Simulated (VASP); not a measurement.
## Vibrations of InP at several levels of theory

Aim: the vibrations of InP at the zone centre, at several levels of theory. The starting structure is a measured crystal structure from the Crystallography Open Database.

Method: Kohn-Sham DFT with plane waves and PAW; LDA, PBEsol, PBE, PBEsol + D3(BJ), r2SCAN, r2SCAN + rVV10 and HSE06, in VASP 6.6.1.

## (1) Starting point

Symmetry: F-43m, No. 216, cubic system. The conventional cell has a = 5.869 Å, b = 5.869 Å, c = 5.869 Å, α = 90.00°, β = 90.00°, γ = 90.00°. In has 4 P at 2.54 Å nearest. P has 4 In at 2.54 Å nearest. Farther neighbours are not listed.

## (2) Modes with LDA

LDA, the lowest rung, knows the local density alone. The cell comes from a relaxation at this level, not shown (49.50 Å³).

INCAR

```
SYSTEM = InP
PREC = Accurate
ENCUT = 450
EDIFF = 1E-08
NELM = 100
ISMEAR = 0
SIGMA = 0.03
LREAL = .FALSE.
ALGO = Normal
GGA = CA
NBANDS = 15
LORBIT = 11
LWAVE = .FALSE.
LCHARG = .FALSE.
KPAR = 2
IBRION = 8
LEPSILON = .TRUE.
ISIF = 2
```

POSCAR

```
InP
1.0
    0.0000000000      2.9142325403      2.9142325403
    2.9142325403      0.0000000000      2.9142325403
    2.9142325403      2.9142325403      0.0000000000
In P
1 1
Direct
    0.0000000000      0.0000000000      0.0000000000
    0.7500000000      0.7500000000      0.7500000000
```

KPOINTS

```
Automatic mesh
0
Gamma
6 6 6
0 0 0
```

Potentials, in the order of the species: In_d and P (LDA family, release 64).

Run with:

```
$ mpirun -np 2 vasp_std
```

The program printed:

```text
[banner, memory and clock lines left out]
running    2 mpi-ranks, on    1 nodes
 distrk:  each k-point on    1 cores,    2 groups
 distr:  one band on    1 cores,    1 groups

 POSCAR found type information on POSCAR InP
 POSCAR found :  2 types and       2 ions
 LDA part: xc-table for (Slater(with rela. corr.)+CA(PZ))
 , standard interpolation
 POSCAR, INCAR and KPOINTS ok, starting setup
 FFT: planning ... GRIDC
 FFT: planning ... GRID_SOFT
 FFT: planning ... GRID
 WAVECAR not read
 entering main loop
       N       E                     dE             d eps       ncg     rms          rms(c)
DAV:   1     0.988198688647E+02    0.98820E+02   -0.77139E+03   503   0.121E+03
DAV:   2    -0.341915963023E+01   -0.10224E+03   -0.98373E+02   508   0.283E+02
DAV:   3    -0.993729642215E+01   -0.65181E+01   -0.64884E+01   634   0.750E+01
DAV:   4    -0.101005058926E+02   -0.16321E+00   -0.16317E+00   573   0.129E+01
DAV:   5    -0.101090651098E+02   -0.85592E-02   -0.85591E-02   744   0.254E+00    0.598E+00
DAV:   6    -0.970937644937E+01    0.39969E+00   -0.61552E-01   757   0.137E+01    0.357E+00
DAV:   7    -0.966541780888E+01    0.43959E-01   -0.15568E-01   696   0.335E+00    0.119E+00
DAV:   8    -0.966014902752E+01    0.52688E-02   -0.14245E-02   653   0.147E+00    0.404E-01
DAV:   9    -0.965991087270E+01    0.23815E-03   -0.11518E-03   669   0.411E-01    0.186E-01
DAV:  10    -0.965994236893E+01   -0.31496E-04   -0.15532E-04   754   0.148E-01    0.115E-01
DAV:  11    -0.965994635944E+01   -0.39905E-05   -0.31056E-05   720   0.897E-02    0.741E-02
DAV:  12    -0.965994381494E+01    0.25445E-05   -0.54826E-06   620   0.202E-02    0.128E-02
DAV:  13    -0.965994379283E+01    0.22113E-07   -0.45409E-07   571   0.366E-03    0.106E-02
DAV:  14    -0.965994376915E+01    0.23676E-07   -0.37432E-08   641   0.310E-03    0.328E-03
DAV:  15    -0.965994375640E+01    0.12750E-07   -0.38758E-08   592   0.186E-03    0.750E-04
DAV:  16    -0.965994375657E+01   -0.17053E-09   -0.21604E-09   345   0.296E-04
   1 F= -.96599438E+01 E0= -.96599438E+01  d E =-.926054E-12
 Linear response reoptimize wavefunctions to high precision
DAV:   1    -0.965994375658E+01   -0.11823E-10   -0.28454E-10   359   0.184E-04
 Linear response G [H, r] |phi>, progress :
  Direction:   1
       N       E                     dE             d eps       ncg     rms
RMM:   1    -0.490063395697E+02   -0.49006E+02    0.35181E+02   629   0.133E+02
RMM:   2    -0.654866644824E+02   -0.16480E+02   -0.17053E+01   900   0.328E+01
RMM:   3    -0.658795394768E+02   -0.39287E+00   -0.22175E+00   925   0.116E+01
RMM:   4    -0.658801084307E+02   -0.56895E-03   -0.26774E-01   924   0.468E+00
RMM:   5    -0.659007587334E+02   -0.20650E-01   -0.13086E-01   937   0.205E+00
RMM:   6    -0.659004243011E+02    0.33443E-03   -0.16636E-02   973   0.756E-01
RMM:   7    -0.659005725089E+02   -0.14821E-03   -0.18345E-03   968   0.247E-01
RMM:   8    -0.659005771754E+02   -0.46665E-05   -0.33346E-04  1022   0.115E-01
RMM:   9    -0.659005947996E+02   -0.17624E-04   -0.28276E-04   977   0.399E-02
RMM:  10    -0.659005969475E+02   -0.21479E-05    0.97316E-05  1017   0.159E-02
RMM:  11    -0.659006139909E+02   -0.17043E-04    0.13369E-04   886   0.634E-03
RMM:  12    -0.659006011533E+02    0.12838E-04   -0.30933E-04   806   0.260E-03
RMM:  13    -0.659005982662E+02    0.28871E-05    0.11836E-04   734   0.130E-03
RMM:  14    -0.659005979364E+02    0.32987E-06    0.33399E-05   707   0.579E-04
RMM:  15    -0.659005997970E+02   -0.18606E-05   -0.71008E-06   598   0.362E-04
RMM:  16    -0.659005995446E+02    0.25244E-06   -0.46099E-07   533   0.227E-04
RMM:  17    -0.659005995347E+02    0.98744E-08    0.13822E-06   483   0.169E-04
RMM:  18    -0.659005995254E+02    0.93320E-08   -0.23699E-06   446   0.141E-04
RMM:  19    -0.659005995288E+02   -0.33979E-08    0.88621E-07   416   0.128E-04
RMM:  20    -0.659005995285E+02    0.23205E-09    0.21156E-07   393   0.122E-04
RMM:  21    -0.659005995284E+02    0.11077E-09    0.52127E-07   379   0.122E-04
RMM:  22    -0.659005995297E+02   -0.13313E-08    0.23172E-07   375   0.120E-04
 Linear response G [H, r] |phi>, progress :
  Direction:   2
       N       E                     dE             d eps       ncg     rms
RMM:   1    -0.471046259701E+02   -0.47105E+02    0.33717E+02   623   0.130E+02
RMM:   2    -0.666094831955E+02   -0.19505E+02   -0.17751E+01   894   0.319E+01
RMM:   3    -0.668738528171E+02   -0.26437E+00   -0.20823E+00   913   0.114E+01
RMM:   4    -0.668862232636E+02   -0.12370E-01   -0.41988E-01   921   0.468E+00
RMM:   5    -0.668906826406E+02   -0.44594E-02   -0.10736E-01   936   0.194E+00
RMM:   6    -0.668915201028E+02   -0.83746E-03   -0.13481E-02   967   0.712E-01
RMM:   7    -0.668917030229E+02   -0.18292E-03   -0.10466E-03   964   0.236E-01
RMM:   8    -0.668917805926E+02   -0.77570E-04   -0.33254E-04  1013   0.105E-01
RMM:   9    -0.668917892701E+02   -0.86775E-05    0.32545E-05   980   0.401E-02
RMM:  10    -0.668917909724E+02   -0.17023E-05    0.13291E-04  1003   0.145E-02
RMM:  11    -0.668917916076E+02   -0.63526E-06   -0.41500E-04   891   0.573E-03
RMM:  12    -0.668917915759E+02    0.31748E-07   -0.50086E-05   797   0.220E-03
RMM:  13    -0.668917916696E+02   -0.93724E-07    0.13153E-05   744   0.112E-03
RMM:  14    -0.668917917121E+02   -0.42530E-07   -0.10979E-05   688   0.519E-04
[...]
RMM:   9    -0.377395444693E+01    0.42609E-04    0.62125E-05  2829   0.990E-03    0.205E-03
RMM:  10    -0.377399624381E+01   -0.41797E-04    0.20588E-07  2797   0.283E-03    0.171E-03
RMM:  11    -0.377397787158E+01    0.18372E-04   -0.19264E-06  2885   0.128E-03    0.391E-04
RMM:  12    -0.377397978614E+01   -0.19146E-05    0.14567E-06  2647   0.453E-04    0.512E-04
RMM:  13    -0.377397898195E+01    0.80419E-06   -0.81646E-09  2330   0.202E-04    0.953E-05
RMM:  14    -0.377397751618E+01    0.14658E-05    0.78992E-08  1510   0.816E-05    0.812E-05
RMM:  15    -0.377397793003E+01   -0.41386E-06    0.12250E-07   889   0.524E-05    0.180E-05
RMM:  16    -0.377397771870E+01    0.21133E-06   -0.59808E-09   605   0.434E-05    0.188E-05
RMM:  17    -0.377397841343E+01   -0.69473E-06    0.24116E-08   548   0.424E-05    0.150E-06
 change of polarisation eV/A/(eV/A) component  2 :     1.299     7.301     0.351
 dielectric tensor                  component  2 :     4.750    27.688     1.282
 Linear response to external field, progress :
  Direction:   3
       N       E                     dE             d eps       ncg     rms          rms(c)
RMM:   1    -0.190003776501E+01   -0.19000E+01   -0.10116E+01  1757   0.618E+00
RMM:   2    -0.372530778801E+01   -0.18253E+01   -0.71504E-02  2522   0.187E+00    0.234E+00
RMM:   3    -0.369547073736E+01    0.29837E-01   -0.26571E-02  2613   0.118E+00    0.140E+00
RMM:   4    -0.376182460546E+01   -0.66354E-01   -0.29417E-02  2480   0.128E+00    0.218E-01
RMM:   5    -0.376887555482E+01   -0.70509E-02   -0.42013E-03  2671   0.482E-01    0.130E-01
RMM:   6    -0.377249576794E+01   -0.36202E-02   -0.35319E-04  2640   0.157E-01    0.561E-02
RMM:   7    -0.377378763612E+01   -0.12919E-02   -0.38362E-05  2672   0.705E-02    0.192E-02
RMM:   8    -0.377399579537E+01   -0.20816E-03   -0.50874E-05  2702   0.315E-02    0.120E-02
RMM:   9    -0.377395359439E+01    0.42201E-04   -0.41419E-06  2829   0.993E-03    0.205E-03
RMM:  10    -0.377399624910E+01   -0.42655E-04    0.79444E-06  2794   0.284E-03    0.172E-03
RMM:  11    -0.377397789841E+01    0.18351E-04   -0.14250E-05  2886   0.127E-03    0.364E-04
RMM:  12    -0.377397991457E+01   -0.20162E-05   -0.33614E-07  2640   0.453E-04    0.523E-04
RMM:  13    -0.377397893795E+01    0.97662E-06   -0.59079E-07  2371   0.204E-04    0.536E-05
RMM:  14    -0.377397795404E+01    0.98391E-06   -0.31647E-07  1482   0.804E-05    0.101E-04
RMM:  15    -0.377397761700E+01    0.33704E-06    0.78418E-08   880   0.521E-05    0.271E-05
RMM:  16    -0.377397806142E+01   -0.44442E-06   -0.49051E-10   608   0.428E-05    0.179E-05
RMM:  17    -0.377397797867E+01    0.82751E-07    0.10045E-08   546   0.418E-05    0.252E-06
 change of polarisation eV/A/(eV/A) component  3 :     1.034     0.636     7.301
 dielectric tensor                  component  3 :     3.778     2.326    27.688
 Linear response DOF=           2
 Linear response progress:
  Degree of freedom:   1/  2
       N       E                     dE             d eps       ncg     rms          rms(c)
RMM:   1    -0.234469997365E+00   -0.23447E+00   -0.65112E-02  1862   0.507E+00
RMM:   2    -0.237167612097E+00   -0.26976E-02   -0.15564E-02  2330   0.109E+00    0.934E-02
RMM:   3    -0.237105264239E+00    0.62348E-04   -0.20138E-03  2569   0.340E-01    0.472E-02
RMM:   4    -0.236905312022E+00    0.19995E-03   -0.21689E-04  2609   0.125E-01    0.245E-02
RMM:   5    -0.236872121794E+00    0.33190E-04   -0.59266E-05  2665   0.419E-02    0.839E-03
RMM:   6    -0.236880915514E+00   -0.87937E-05   -0.83370E-05  2742   0.157E-02    0.239E-03
RMM:   7    -0.236893826058E+00   -0.12911E-04   -0.98509E-05  2716   0.481E-03    0.615E-04
RMM:   8    -0.236886881510E+00    0.69445E-05   -0.45290E-05  2759   0.192E-03    0.307E-04
RMM:   9    -0.236882300099E+00    0.45814E-05   -0.11104E-05  2707   0.890E-04    0.656E-05
RMM:  10    -0.236881930224E+00    0.36987E-06   -0.59564E-06  2834   0.387E-04    0.669E-05
RMM:  11    -0.236881600171E+00    0.33005E-06   -0.39497E-06  2900   0.195E-04    0.316E-05
RMM:  12    -0.236881492416E+00    0.10775E-06   -0.12764E-06  2656   0.118E-04    0.302E-05
RMM:  13    -0.236881488032E+00    0.43847E-08   -0.10627E-06  2942   0.652E-05    0.121E-05
RMM:  14    -0.236881392377E+00    0.95655E-07   -0.23099E-07  2897   0.381E-05    0.330E-06
RMM:  15    -0.236881417677E+00   -0.25300E-07   -0.33663E-07  2501   0.245E-05    0.410E-06
RMM:  16    -0.236881400665E+00    0.17012E-07   -0.14168E-07  2511   0.177E-05    0.801E-07
RMM:  17    -0.236881381948E+00    0.18717E-07   -0.10642E-07  2024   0.137E-05    0.173E-06
RMM:  18    -0.236881376829E+00    0.51195E-08   -0.20150E-08  1926   0.115E-05    0.276E-07
 first order change of Fermi-energy   0.34792E-04
 force on displaced ion       1 direction 1 :  -8.269   0.000   0.000
 Born effective charge ion    1 direction 1 :   2.542   0.000   0.000
 Linear response progress:
  Degree of freedom:   2/  2
       N       E                     dE             d eps       ncg     rms          rms(c)
RMM:   1    -0.500978574827E-01   -0.50098E-01    0.36248E-02  2922   0.185E+00
RMM:   2    -0.483183853717E-01    0.17795E-02   -0.32509E-04  2265   0.646E-01    0.153E-01
RMM:   3    -0.488794209486E-01   -0.56104E-03   -0.15525E-03  2544   0.271E-01    0.594E-02
RMM:   4    -0.491268350251E-01   -0.24741E-03   -0.21829E-04  2586   0.104E-01    0.180E-02
RMM:   5    -0.491536629399E-01   -0.26828E-04   -0.23769E-05  2695   0.317E-02    0.112E-02
RMM:   6    -0.491461295293E-01    0.75334E-05   -0.78429E-06  2658   0.110E-02    0.402E-03
RMM:   7    -0.491453307589E-01    0.79877E-06   -0.24258E-07  2663   0.406E-03    0.161E-03
RMM:   8    -0.491479265449E-01   -0.25958E-05    0.76039E-07  2686   0.149E-03    0.456E-04
RMM:   9    -0.491479857075E-01   -0.59163E-07    0.15549E-06  2937   0.500E-04    0.249E-04
RMM:  10    -0.491480795056E-01   -0.93798E-07    0.42649E-07  2710   0.214E-04    0.511E-05
RMM:  11    -0.491481904854E-01   -0.11098E-06   -0.91980E-08  2877   0.823E-05    0.329E-05
RMM:  12    -0.491482159133E-01   -0.25428E-07    0.73035E-08  2784   0.314E-05    0.224E-05
RMM:  13    -0.491482064533E-01    0.94600E-08    0.20846E-09  2726   0.154E-05    0.166E-06
 first order change of Fermi-energy   0.15190E-03
 force on displaced ion       2 direction 1 :  -8.236  -0.000  -0.000
 Born effective charge ion    2 direction 1 :  -3.130   0.000   0.000
 Born effective charges drift removed
 Linear response finished
```

The job ended after 5.3 min (2 MPI ranks of AMD EPYC 7R43, shared host; peak memory 0.35 GiB).

The logs omit lines about the potential files and the build; timing stands in the text.

Parts of OUTCAR (step 2):

```text
ion  position               nearest neighbor table
   1  0.000  0.000  0.000-   2 2.52   2 2.52   2 2.52   2 2.52
   2  0.750  0.750  0.750-   1 2.52   1 2.52   1 2.52   1 2.52

  LATTYP: Found a face centered cubic cell.
 ALAT       =     5.8284650806

 Subroutine GETGRP returns: Found 24 space group operations
 (whereof 24 operations were pure point group operations)

The static configuration has the point symmetry T_d .

 Found     16 irreducible k-points:

   k-points           NKPTS =     16   k-points in BZ     NKDIM =     16   number of bands    NBANDS=     15

   dimension x,y,z NGX =    30 NGY =   30 NGZ =   30
   dimension x,y,z NGXF=    60 NGYF=   60 NGZF=   60

   ENCUT  =  450.0 eV  33.07 Ry    5.75 a.u.   7.13  7.13  7.13*2*pi/ulx,y,z

   NELECT =      18.0000    total number of electrons

 k-points in reciprocal lattice and weights: Automatic mesh
   0.00000000  0.00000000  0.00000000       0.005
   0.16666667  0.00000000  0.00000000       0.037
   0.33333333  0.00000000  0.00000000       0.037
   0.50000000  0.00000000  0.00000000       0.019
   0.16666667  0.16666667  0.00000000       0.028
   0.33333333  0.16666667  0.00000000       0.111
   0.50000000  0.16666667  0.00000000       0.111
  -0.33333333  0.16666667  0.00000000       0.111
  -0.16666667  0.16666667  0.00000000       0.056
[...]
-0.33333333  0.33333333  0.16666667       0.111
  -0.33333333  0.50000000  0.16666667       0.056

 average (electrostatic) potential at core
       1 -95.0725       2 -83.8254

  Total       -0.0003620     -0.0003620     -0.0003620      0.0000000      0.0000000     -0.0000000
  in kB       -0.0117177     -0.0117177     -0.0117177      0.0000000      0.0000000     -0.0000000
  external PRESSURE =      -0.0117177 kB  Pullay stress =       0.0000000 kB

  energy-cutoff  :      450.00
  volume of cell :       49.50
      direct lattice vectors                 reciprocal lattice vectors
     0.000000000  2.914232540  2.914232540    -0.171571758  0.171571758  0.171571758
     2.914232540  0.000000000  2.914232540     0.171571758 -0.171571758  0.171571758
     2.914232540  2.914232540  0.000000000     0.171571758  0.171571758 -0.171571758

 POSITION                                       TOTAL-FORCE (eV/Angst)
 -----------------------------------------------------------------------------------
      0.00000      0.00000      0.00000        -0.000000     -0.000000      0.000000
      4.37135      4.37135      4.37135         0.000000      0.000000     -0.000000
 -----------------------------------------------------------------------------------
    total drift:                                0.000000      0.000000      0.000000

 MACROSCOPIC STATIC DIELECTRIC TENSOR (including local field effects in DFT)
 ------------------------------------------------------
          27.688222     0.000000    -0.000000
           0.000000    27.688222     0.000000
           0.000000     0.000000    27.688222
 ------------------------------------------------------

 PIEZOELECTRIC TENSOR (including local field effects)  for field in x, y, z        (C/m^2)
          XX          YY          ZZ          XY          YZ          ZX
  --------------------------------------------------------------------------------
  x     0.00000     0.00000    -0.00000     0.00000     1.01170    -0.00000
  y    -0.00000    -0.00000     0.00000    -0.00000     0.00000     1.01170
  z     0.00000     0.00000    -0.00000     1.01170     0.00000     0.00000

 BORN EFFECTIVE CHARGES (including local field effects) (in |e|, cummulative output)
 ---------------------------------------------------------------------------------
 ion    1
    1     2.83933     0.00000    -0.00000
    2     0.00000     2.83933     0.00000
    3    -0.00000     0.00000     2.83933
 ion    2
    1    -2.83933    -0.00000     0.00000
    2     0.00000    -2.83933    -0.00000
    3     0.00000    -0.00000    -2.83933

 Eigenvectors and eigenvalues of the dynamical matrix
 ----------------------------------------------------

   1 f  =    9.087616 THz    57.099177 2PiTHz  303.130248 cm-1    37.583344 meV
             X         Y         Z           dx          dy          dz
      0.000000  0.000000  0.000000     0.326439    0.326439   -0.000000
      4.371349  4.371349  4.371349    -0.627246   -0.627246   -0.000000

   2 f  =    9.087616 THz    57.099177 2PiTHz  303.130248 cm-1    37.583344 meV
             X         Y         Z           dx          dy          dz
      0.000000  0.000000  0.000000     0.326439   -0.326439    0.000000
      4.371349  4.371349  4.371349    -0.627246    0.627246    0.000000

   3 f  =    9.087616 THz    57.099177 2PiTHz  303.130248 cm-1    37.583344 meV
             X         Y         Z           dx          dy          dz
      0.000000  0.000000  0.000000     0.000000    0.000000   -0.461654
      4.371349  4.371349  4.371349     0.000000   -0.000000    0.887060

   4 f/i=    0.007486 THz     0.047034 2PiTHz    0.249696 cm-1     0.030958 meV
             X         Y         Z           dx          dy          dz
      0.000000  0.000000  0.000000    -0.878356   -0.123622   -0.009172
      4.371349  4.371349  4.371349    -0.457124   -0.064337   -0.004773

   5 f/i=    0.007486 THz     0.047034 2PiTHz    0.249696 cm-1     0.030958 meV
             X         Y         Z           dx          dy          dz
      0.000000  0.000000  0.000000     0.121460   -0.845152   -0.240502
      4.371349  4.371349  4.371349     0.063212   -0.439844   -0.125165

   6 f/i=    0.007486 THz     0.047034 2PiTHz    0.249696 cm-1     0.030958 meV
             X         Y         Z           dx          dy          dz
      0.000000  0.000000  0.000000     0.024778   -0.239398    0.853786
      4.371349  4.371349  4.371349     0.012895   -0.124591    0.444337

 MACROSCOPIC STATIC DIELECTRIC TENSOR IONIC CONTRIBUTION
 ------------------------------------------------------
           3.571227     0.000000    -0.000000
           0.000000     3.571227     0.000000
          -0.000000     0.000000     3.571227
 ------------------------------------------------------

 ELASTIC MODULI CONTR FROM IONIC RELAXATION (kBar)
 Direction    XX          YY          ZZ          XY          YZ          ZX
 --------------------------------------------------------------------------------
 XX          -0.0000      0.0000      0.0000     -0.0000      0.0000     -0.0000
 YY           0.0000     -0.0000      0.0000     -0.0000     -0.0000      0.0000
 ZZ           0.0000      0.0000     -0.0000      0.0000     -0.0000     -0.0000
 XY          -0.0000     -0.0000      0.0000   -246.0630      0.0000      0.0000
 YZ           0.0000     -0.0000     -0.0000      0.0000   -246.0630      0.0000
 ZX          -0.0000      0.0000     -0.0000      0.0000      0.0000   -246.0630
 --------------------------------------------------------------------------------

 PIEZOELECTRIC TENSOR IONIC CONTR  for field in x, y, z        (C/m^2)
          XX          YY          ZZ          XY          YZ          ZX
  --------------------------------------------------------------------------------
  x     0.00000    -0.00000    -0.00000     0.00000    -0.88207    -0.00000
  y    -0.00000     0.00000    -0.00000    -0.00000     0.00000    -0.88207
  z    -0.00000    -0.00000     0.00000    -0.88207     0.00000    -0.00000
```

Energies printed during the response cycles are not total energies of the cell.

LDA: the zone-centre mode is T2 303.1 cm⁻¹.

[end of part 1 of 3]

[Lines on the potential files, build, host, timing and source positions are cut from VASP's logs without a mark.]

[Logs are printed without paths, hosts, clocks, repeated set-up lines and the standing remarks that a program may print on its own settings, such as how far it seeks lower states.]

[Hosts, paths, dates, database ids (printed as entryN), source tags and the programs' standing remarks are cut or masked in the printed files.]
